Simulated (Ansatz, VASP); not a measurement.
# SrO: VASP beside Ansatz

Aim: how closely do two programs agree when they are given the same cell, functional and k mesh? The cell is a member of a volume series, scaled by 1.015 from a relaxed one, so a pressure remains. Other levels of theory on this material are compared in a session of their own.

Calculated with Ansatz 0.2.0; plane waves, with VASP 6.6.1 beside it; single point at r2SCAN.

## 1. The structure

The structure is cubic, space group Fm-3m (No. 225). The conventional cell has a = 5.195 Å, b = 5.195 Å, c = 5.195 Å, α = 90.00°, β = 90.00°, γ = 90.00°. Sr has 6 O at 2.60 Å nearest. O has 6 Sr at 2.60 Å nearest. Farther neighbours and most contacts between anions are not listed.

## 2. Ansatz: single point, r2SCAN, volume scaled by 1.015

Ansatz runs on its default PAW (the set named soft_2) files.

A single point gives forces, pressure and levels at one fixed geometry, so differences don't come from the geometry; what else differs is listed under the comparison.

Input file input.yaml:

```yaml
crystal:
  lattice:
    - [0.0, 2.59727382, 2.59727382]
    - [2.59727382, 0.0, 2.59727382]
    - [2.59727382, 2.59727382, 0.0]
  atoms:
    - { symbol: Sr, position: [0.0, 0.0, 0.0] }
    - { symbol: O, position: [0.5, 0.5, 0.5] }
hamiltonian:
  xc: r2scan
  pseudopotentials: { kind: paw }
kpoints:
  mp_grid: { grid: [8, 8, 8] }
scf:
  occupations: { method: gaussian, width: 0.03 }
  n_extra_bands: 4
output:
  forces: true
  stress: true
  eigenvalues: true
```

The run is started by

```console
$ ansatz run input.yaml --threads 2 --pin off --max-ram 4608MiB --backend cpu --events-out ev --progress --plain --runs-dir out
```

Numbers of over 12 decimals in the logs are rounded to 6 here.

The log of the run:

```text
scf.n_extra_bands = 4 over 8 filled bands (N_el = 16.0): the run solves 12 bands
Engine: ansatz 0.2.0, aarch64-unknown-linux-gnu
Pseudopotentials: kind: paw
Pseudopotential: Sr, paw, valence charge 10, recommended cutoff 500 eV (meta_gga), Sr.paw.azcp
Pseudopotential: O, paw, valence charge 6, recommended cutoff 500 eV (meta_gga), O.paw.azcp
Functional definition: r2SCAN
  parameter k0 = 0.174
  parameter k1 = 0.065
  parameter a1 = 4.9479
  exchange = r2scan_x(k0 = k0, k1 = k1, a1 = a1)
  correlation = r2scan_c
Crystal: 2 atoms, lattice volume = 35.042 Å³
Basis set: ecut = 500 eV, 893 PW (Γ), exchange–correlation on 108×108×108 points (64 copies of the dense FFT grid, shifted against one another)
Bands: 12, of which v1, the nominal top of the filled ones, is band 8 counted from 1 (7 counted from 0)
Symmetry: 48 space group operations
Space group: Fm-3m (ITA 225), of the structure as read, at distance tolerance 3.3e-5 Å
k-points: 29 of 512
Non-local potential: Sr, projectors of the file, l = 0: 3, l = 1: 2, l = 2: 2
Non-local potential: O, projectors of the file, l = 0: 2, l = 1: 2, l = 2: 1
PAW form: soft (Blöchl's): semilocal exchange-correlation on the pseudo side does not see the compensation charge
PAW frozen core: Sr, regenerated for the run's functional (the file was generated under x = pbe(κ = 0.804, μ = 0.219515), c = pbe(β = 0.066725))
PAW frozen core: O, regenerated for the run's functional (the file was generated under x = pbe(κ = 0.804, μ = 0.219515), c = pbe(β = 0.066725))
PAW one-centre angular grid: Sr, 302 points (default); XC on 160 Gauss nodes
PAW one-centre angular grid: O, 302 points (default); XC on 160 Gauss nodes
Initial density: superposition of atomic densities (neutral atoms: chi_scale 0, normalization atom), corrected by the library's trained network
Initial wavefunctions: pseudopotential atomic-orbital guess
Functional: x = r2scan, c = r2scan; τ floored in thin density (d = 2e-4 eV/Å³)
SCF iter   1: F=—  HF=-4126.974353 eV  |F-HF|=—  |Δ(HF+E_count)|=         —  Δρ=8.38e-3  dr2=3.36e-2  dr2_τ=5.35e-2  ethr=1.77e-3  ⟨swp⟩=8.6  Hψ=2804  notcnv=0
preconditioner: auto → none  [insulator: Δε(μ)=4.051 eV  Ē_g=17.132 eV  σ=0.030 eV  W_gap=1.00  n_scr=8 (ndim 8)  ℏωp=23.5 eV  f_vac=0.000  D(μ)=0.00/eV (n_scr^D=0)  ε∞_Penn≈2.9]
SCF iter   2: F=—  HF=-4127.054852 eV  |F-HF|=—  |Δ(HF+E_count)|=   8.05e-2  Δρ=8.94e-3  dr2=1.66e-2  dr2_τ=3.87e-3  ethr=2.10e-4  ⟨swp⟩=2.8  Hψ=933  notcnv=0
SCF iter   3: F=—  HF=-4127.051396 eV  |F-HF|=—  |Δ(HF+E_count)|=   3.46e-3  Δρ=2.39e-3  dr2=1.00e-3  dr2_τ=1.17e-4  ethr=1.04e-4  ⟨swp⟩=2.0  Hψ=544  notcnv=0
SCF iter   4: F=—  HF=-4127.051343 eV  |F-HF|=—  |Δ(HF+E_count)|=   5.36e-5  Δρ=4.59e-4  dr2=5.81e-5  dr2_τ=8.19e-6  ethr=6.27e-6  ⟨swp⟩=2.7  Hψ=536  notcnv=0
SCF iter   5: F=—  HF=-4127.051340 eV  |F-HF|=—  |Δ(HF+E_count)|=   2.66e-6  Δρ=8.50e-5  dr2=1.93e-6  dr2_τ=1.90e-7  ethr=3.63e-7  ⟨swp⟩=2.1  Hψ=437  notcnv=0
SCF iter   6: F=—  HF=-4127.051340 eV  |F-HF|=—  |Δ(HF+E_count)|=   1.90e-7  Δρ=2.89e-5  dr2=3.01e-7  dr2_τ=3.23e-8  ethr=1.21e-8  ⟨swp⟩=2.1  Hψ=570  notcnv=0
SCF iter   7: F=-4127.051340 eV  HF=-4127.051340 eV  |F-HF|=3.03e-8  |Δ(HF+E_count)|=   1.82e-8  Δρ=1.01e-5  dr2=3.80e-8  dr2_τ=1.17e-9  ethr=6.25e-10  ⟨swp⟩=6.0  Hψ=1706  notcnv=0
SCF 1 converged in 7 iterations: F = -4127.051340 eV  dr2 = 3.80e-8
  greatest PAW one-centre occupation: 0.988 electrons in one spin orbital (limit 2), on the Sr atom at site 0 (counted from 0), in its partial waves of l = 0
SCF converged after 7 iterations
Free energy (F): -4127.051340 eV
Harris-Foulkes:  -4127.051340 eV  (|F-HF|=3.03e-8)
Internal energy: -4127.051340 eV  (E = F + TS)
E sigma→0 (E₀):  -4127.051340 eV
Fermi energy:    9.184038 eV
--- Per-component energies (eV) ---
  E_band       = -75.479808
  E_kinetic    = 423.473401
  E_local      = -879.113176  (includes V_loc(G=0)·N_el)
  E_nonlocal   = 248.779178
  E_hartree    = 239.550903
  E_xc         = -238.928798
  E_vxc        = -286.324773  (∫ρ·V_xc dr)
  E_paw        = -2875.137246  (= ΣΔE_a)
  E_vpaw       = -77.888475  (= ΣTr[D̂ρ^β])
  E_aug_tail   = 0.001007  (compensation charges beyond the density's cutoff)
  E_vtau       = 16.494518  (kinetic-family band-sum trace: ∫τ·v_τ [+ j·A + Jᵃ·Aᵃ] dr)
  E_ewald      = -1045.498631
  E_core_change = -0.177977  (= ΣΔE_core)
  E_smearing   = -0.000000  (= −TS)
  E_closure    = 0.000000  (closes the sum)
  Σ components = -4127.051340   (vs F -4127.051340, Δ=0.00e0)
--- Forces (eV/Å), atoms counted from 1 ---
  atom   1  Sr    -0.00000000     0.00000000     0.00000000
  atom   2  O      0.00000000    -0.00000000     0.00000000
  max |Σ_I F_I| component: 3.55e-29 eV/Å
--- Stress (GPa, compression-positive) ---
       -1.801081      -0.000000      -0.000000
       -0.000000      -1.801081      -0.000000
        0.000000       0.000000      -1.801081
  P = ⅓ Tr σ = -1.8011 GPa (-18.011 kbar)
--- Band table (eV; the first three rows and the last of 29) ---
  k-point 0: bands = [... 4 lower, -7.2221, 7.2811, 7.2811, 7.2811, 11.7218, 14.0470, 14.0470, 14.0470]
  k-point 1: bands = [... 4 lower, -6.9979, 6.8674, 7.1032, 7.1032, 12.3949, 13.8732, 14.3457, 14.3457]
  k-point 2: bands = [... 4 lower, -6.6267, 6.0924, 6.7140, 6.7140, 13.7358, 13.9453, 15.1588, 15.1588]
  k-point 28: bands = [... 4 lower, -6.7892, 6.2295, 6.8499, 6.8499, 13.7780, 13.7780, 16.4366, 18.8428]
```

The job ended after 2 s (2 threads of Arm Neoverse V1, shared host; peak memory 0.35 GiB; 2.8 s of CPU time).

Reading the cycles: dr2 is the Hartree energy of the density residual (eV), the measure of convergence; HF is the Harris–Foulkes estimate of the energy, which meets the free energy F at convergence.

The run ends at a pressure of -1.80 GPa.

## 3. VASP: single point, r2SCAN, volume scaled by 1.015

The same cell, functional, mesh and smearing now go to VASP, with its own data sets and cutoff.

Lines of VASP's logs that name or quote its potential files are left out, and so is its time.

The input asks for a relaxation, which ended at its first step since no free force or stress exceeded the threshold; so it serves as a single point.

Input file INCAR:

```
SYSTEM = SrO
PREC = Accurate
ENCUT = 560
EDIFF = 1E-06
NELM = 100
ISMEAR = 0
SIGMA = 0.03
LREAL = .FALSE.
ALGO = Normal
METAGGA = R2SCAN
LASPH = .TRUE.
NBANDS = 14
LORBIT = 11
LWAVE = .FALSE.
LCHARG = .FALSE.
KPAR = 4
IBRION = 2
NSW = 30
ISIF = 4
EDIFFG = -0.01
```

Input file POSCAR:

```
SrO
1.0
    0.0000000000      2.5972738192      2.5972738192
    2.5972738192      0.0000000000      2.5972738192
    2.5972738192      2.5972738192      0.0000000000
Sr O
1 1
Direct
    0.0000000000      0.0000000000      0.0000000000
    0.5000000000      0.5000000000      0.5000000000
```

Input file KPOINTS:

```
Automatic mesh
0
Gamma
8 8 8
0 0 0
```

PAW data sets: Sr_sv and O (PBE family, release 64).

The run is started by

```console
$ mpirun -np 4 vasp_std
```

The log of the run:

```text
[banner, memory and clock lines left out]
running    4 mpi-ranks, on    1 nodes
 distrk:  each k-point on    1 cores,    4 groups
 distr:  one band on    1 cores,    1 groups

 POSCAR found type information on POSCAR SrO
 POSCAR found :  2 types and       2 ions
|                                                                             |
|               ----> ADVICE to this user running VASP <----                  |
|                                                                             |
|     You enforced a specific xc type in the INCAR file but a different       |
|     [... a line on the potential file left out ...]
|     I HOPE YOU KNOW WHAT YOU ARE DOING!                                     |
|                                                                             |

 LDA part: xc-table for (None), standard interpolation
 POSCAR, INCAR and KPOINTS ok, starting setup
 FFT: planning ... GRIDC
 FFT: planning ... GRID_SOFT
 FFT: planning ... GRID
 WAVECAR not read
 entering main loop
       N       E                     dE             d eps       ncg     rms          rms(c)
DAV:   1     0.534361611848E+02    0.53436E+02   -0.91239E+03   820   0.121E+03
DAV:   2    -0.309918865128E+02   -0.84428E+02   -0.77655E+02  1126   0.238E+02
DAV:   3    -0.346212208991E+02   -0.36293E+01   -0.36050E+01  1058   0.451E+01
DAV:   4    -0.347083947535E+02   -0.87174E-01   -0.87138E-01   980   0.634E+00
DAV:   5    -0.347099208255E+02   -0.15261E-02   -0.15260E-02  1054   0.714E-01    0.151E+01
DAV:   6    -0.269071580276E+02    0.78028E+01   -0.48529E+00  1064   0.179E+01    0.143E+01
DAV:   7    -0.270352547726E+02   -0.12810E+00   -0.21519E-01   830   0.410E+00    0.817E+00
DAV:   8    -0.270591937728E+02   -0.23939E-01   -0.10852E-01   836   0.356E+00    0.774E-01
DAV:   9    -0.270552216102E+02    0.39722E-02   -0.23638E-02  1030   0.143E+00    0.252E-01
DAV:  10    -0.270552509972E+02   -0.29387E-04   -0.23005E-03   894   0.475E-01    0.130E-01
DAV:  11    -0.270554687253E+02   -0.21773E-03   -0.34451E-04   844   0.197E-01    0.619E-02
DAV:  12    -0.270554716856E+02   -0.29603E-05   -0.39444E-05   940   0.520E-02    0.196E-02
DAV:  13    -0.270554671931E+02    0.44925E-05   -0.15429E-05   896   0.383E-02    0.945E-03
DAV:  14    -0.270554668750E+02    0.31806E-06   -0.12610E-06   554   0.118E-02
   1 F= -.27055467E+02 E0= -.27055467E+02  d E =-.270555E+02
 curvature:   0.00 expect dE= 0.000E+00 dE for cont linesearch  0.000E+00
 trial: gam= 0.00000 g(F)=  0.326E-59 g(S)=  0.119E-32 ort = 0.000E+00 (trialstep = 0.100E+01)
 search vector abs. value=  0.100E-09
 reached required accuracy - stopping structural energy minimisation
```

Parts of OUTCAR (step 3):

```text
ion  position               nearest neighbor table
   1  0.000  0.000  0.000-   2 2.60   2 2.60   2 2.60   2 2.60   2 2.60   2 2.60
   2  0.500  0.500  0.500-   1 2.60   1 2.60   1 2.60   1 2.60   1 2.60   1 2.60

  LATTYP: Found a face centered cubic cell.
 ALAT       =     5.1945476384

 Subroutine GETGRP returns: Found 48 space group operations
 (whereof 48 operations were pure point group operations)

The static configuration has the point symmetry O_h .

 Found     29 irreducible k-points:

   k-points           NKPTS =     29   k-points in BZ     NKDIM =     29   number of bands    NBANDS=     14

   dimension x,y,z NGX =    28 NGY =   28 NGZ =   28
   dimension x,y,z NGXF=    56 NGYF=   56 NGZF=   56

   ENCUT  =  560.0 eV  41.16 Ry    6.42 a.u.   7.09  7.09  7.09*2*pi/ulx,y,z

   NELECT =      16.0000    total number of electrons

 k-points in reciprocal lattice and weights: Automatic mesh
   0.00000000  0.00000000  0.00000000       0.002
   0.12500000  0.00000000  0.00000000       0.016
   0.25000000  0.00000000  0.00000000       0.016
   0.37500000  0.00000000  0.00000000       0.016
   0.50000000  0.00000000  0.00000000       0.008
   0.12500000  0.12500000  0.00000000       0.012
   0.25000000  0.12500000  0.00000000       0.047
   0.37500000  0.12500000  0.00000000       0.047
   0.50000000  0.12500000  0.00000000       0.047
[...]
-0.37500000  0.50000000  0.12500000       0.023
  -0.25000000  0.50000000  0.25000000       0.012

 average (electrostatic) potential at core
       1 -41.3164       2 -74.4975

 E-fermi :   1.4652

 k-point     1 :       0.0000    0.0000    0.0000
  band No.  band energies     occupation
    ...
      4     -13.4350      2.00000
      5     -13.4350      2.00000
      6       1.2023      2.00000
      7       1.2023      2.00000
      8       1.2023      2.00000
      9       5.6368      0.00000
     10       7.9094      0.00000
     11       7.9094      0.00000
     12       7.9094      0.00000
     13      10.1618      0.00000
    ...

 k-point     2 :       0.1250    0.0000    0.0000
  band No.  band energies     occupation
    ...
      4     -13.4457      2.00000
      5     -13.1932      2.00000
      6       0.7850      2.00000
      7       1.0196      2.00000
      8       1.0196      2.00000
      9       6.3094      0.00000
     10       7.7492      0.00000
     11       8.2109      0.00000
     12       8.2109      0.00000
     13      10.5546      0.00000
    ...

 k-point     3 :       0.2500    0.0000    0.0000
  band No.  band energies     occupation
    ...
      4     -13.4712      2.00000
      5     -12.8050      2.00000
      6       0.0020      2.00000
      7       0.6207      2.00000
      8       0.6207      2.00000
      9       7.6313      0.00000
     10       7.8556      0.00000
     11       9.0284      0.00000
     12       9.0284      0.00000
     13      11.5437      0.00000
    ...

  Total       -0.2926982     -0.2926982     -0.2926982      0.0000000     -0.0000000     -0.0000000
  in kB      -13.3828116    -13.3828116    -13.3828116      0.0000000     -0.0000000     -0.0000000
  external PRESSURE =     -13.3828116 kB  Pullay stress =       0.0000000 kB

  energy-cutoff  :      560.00
  volume of cell :       35.04
      direct lattice vectors                 reciprocal lattice vectors
     0.000000000  2.597273819  2.597273819    -0.192509545  0.192509545  0.192509545
     2.597273819  0.000000000  2.597273819     0.192509545 -0.192509545  0.192509545
     2.597273819  2.597273819  0.000000000     0.192509545  0.192509545 -0.192509545

 POSITION                                       TOTAL-FORCE (eV/Angst)
 -----------------------------------------------------------------------------------
      0.00000      0.00000      0.00000        -0.000000      0.000000      0.000000
      2.59727      2.59727      2.59727         0.000000     -0.000000     -0.000000
 -----------------------------------------------------------------------------------
    total drift:                                0.000000      0.000000      0.000000

  FREE ENERGIE OF THE ION-ELECTRON SYSTEM (eV)
  ---------------------------------------------------
  free  energy   TOTEN  =       -27.0554668750 eV

  energy  without entropy=      -27.0554668750  energy(sigma->0) =      -27.05546687

 reached required accuracy - stopping structural energy minimisation

 total charge
# of ion       s       p       d       tot
------------------------------------------
    1        2.013   5.897   0.227   8.137
    2        1.551   3.439   0.000   4.991
--------------------------------------------------
tot          3.564   9.336   0.227  13.128

[... 3 further parts left out ...]
```

CONTCAR:

```
SrO
   1.00000000000000
     0.0000000000000000    2.5972738191999998    2.5972738191999998
     2.5972738191999998    0.0000000000000000    2.5972738191999998
     2.5972738191999998    2.5972738191999998    0.0000000000000000
  Sr              O
     1     1
Direct
     0.0000000000000000    0.0000000000000000    0.0000000000000000
     0.5000000000000000    0.5000000000000000    0.5000000000000000
```

The PAW data sets were made with PBE, which is usual practice but a small mismatch for other functionals.

## 4. Differences

Known differences besides the potentials themselves: VASP keeps PBE cores, Ansatz makes them for the functional; the cutoff is 500 eV in Ansatz and 560 eV in VASP. Total energies have different zeros and are not compared.

Both answers:

```
              quantity  Ansatz   VASP  difference
        pressure (GPa)   -1.80  -1.34       -0.46
gap on the k mesh (eV)   3.806  3.757      +0.049
```

A gap on the mesh is an upper bound, since the band edges may lie between its points.

## 5. What came out

| Property | Result |
| --- | --- |
| difference in gap on the k mesh (single point, r2SCAN, volume scaled by 1.015) | 0.049 eV |

**Reading.** The difference in gap on the k mesh is 0.049 eV (single point, r2SCAN, volume scaled by 1.015), within the 0.08 eV picked in this series as the mark of a large difference. 5 further runs of this series are not shown here. How closely two codes agree says nothing of how well the functional describes the real material.

[Lines on the potential files, build, host, timing and source positions are cut from VASP's logs without a mark.]

[Logs are printed without paths, hosts, clocks, repeated set-up lines and the standing remarks that a program may print on its own settings, such as how far it seeks lower states.]

[Hosts, paths, dates, database ids (printed as entryN), source tags and the programs' standing remarks are cut or masked in the printed files.]
